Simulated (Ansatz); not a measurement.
## BP stretched along one axis: stress and gap

Cell: a COD entry, whose atoms a relaxation with PBE at fixed cell left in place.

```
B P
1.0
     0.00000    2.26900    2.26900
     2.26900    0.00000    2.26900
     2.26900    2.26900    0.00000
B P
1 1
Direct
  0.00000 0.00000 0.00000
  0.25000 0.25000 0.25000
```

Atom numbers follow the list; atoms alike are taken as one site, whose name carries the number of the first.

All values are calculated (Ansatz; DFT, PBE, plane waves and PAW, scalar-relativistic, 420 eV cutoff, Γ-centred 16×16×16 k-points, Fermi–Dirac smearing 0.02 eV), not measured.

The cell is stretched along z (the third Cartesian axis of the run's cell), x and y held, and the ions relax again each time. Tension counts as positive.

| strain along z (%) | stress along z (GPa) | stress along x (GPa) | gap on the k-mesh (eV) |
| --- | --- | --- | --- |
| -3 | -11.8 | -3.8 | 0.75 |
| -2 | -8.2 | -2.8 | 0.92 |
| -1 | -4.6 | -1.9 | 1.09 |
| 0 | -1.1 | -1.1 | 1.25 |
| +1 | 2.3 | -0.4 | 1.19 |
| +2 | ? | ? | ? |
| +3 | 8.9 | 0.9 | 1.08 |

(1) Estimate the row at +2 % from the others.

Answers

(1) stress along z (GPa): 5.6; stress along x (GPa): 0.3; gap on the k-mesh (eV): 1.14. Worked: parabolas through the other 6 rows give 5.6 and 0.3 GPa at +2 %. Their slopes at zero strain are 345 GPa (C₁₁) and 78 GPa (C₁₂). They hold at this cell, where the calculated pressure is 1.1 GPa. The gap follows one line under compression (167 meV per per cent of strain) and another under tension (-57), as when strain splits band edges that were equal; the line on its own side gives 1.14 eV for the withheld row.

PBE gaps are too small, by a third to a half in many semiconductors; their changes with strain are better.

All values belong to this cell and structure model.
